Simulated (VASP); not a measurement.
Wanted: the native input for a VASP 6.6.1 run.

- Task: single point
- Functional: LDA
- Potentials or basis: VASP PAW LDA potentials, release 64 (Si_GW)
- Cutoff: 550 eV
- k mesh: 8 × 8 × 8
- Occupations: gaussian, width 0.1 eV
- Spin: no spin polarisation
- Further INCAR settings: ALGO = Fast; EDIFF = 1e-07

The structure of Si lies in POSCAR:

```
Si
1.0
    0.0000000000      2.7218511865      2.7218511865
    2.7218511865      0.0000000000      2.7218511865
    2.7218511865      2.7218511865      0.0000000000
Si
2
Direct
    0.5000000000      0.5000000000      0.5000000000
    0.7500000000      0.7500000000      0.7500000000
```

The input as run:

INCAR

```
PREC = Accurate
ENCUT = 550
EDIFF = 1E-7
ISMEAR = 0
SIGMA = 0.1
LREAL = False
LASPH = True
NELM = 80
ALGO = Fast
ISIF = 2
LWAVE = False
LCHARG = False
```

KPOINTS

```
Automatic mesh
0
Gamma
  8 8 8
```

Potentials or basis: VASP PAW LDA potentials, release 64 (Si_GW).

Command:

```sh
$ cat potpaw_LDA.64/Si_GW/POTCAR > POTCAR
$ mpirun -np 1 vasp_std > vasp.out
```

Results of the run:

* Pressure: -2.1 GPa
* Band gap on the k mesh: 0.53 eV, indirect (least direct gap 2.52 eV)

Run time: 7 s on 1 thread of AMD EPYC 9R45 (Zen 5) (shared host), peak memory 0.11 GiB.
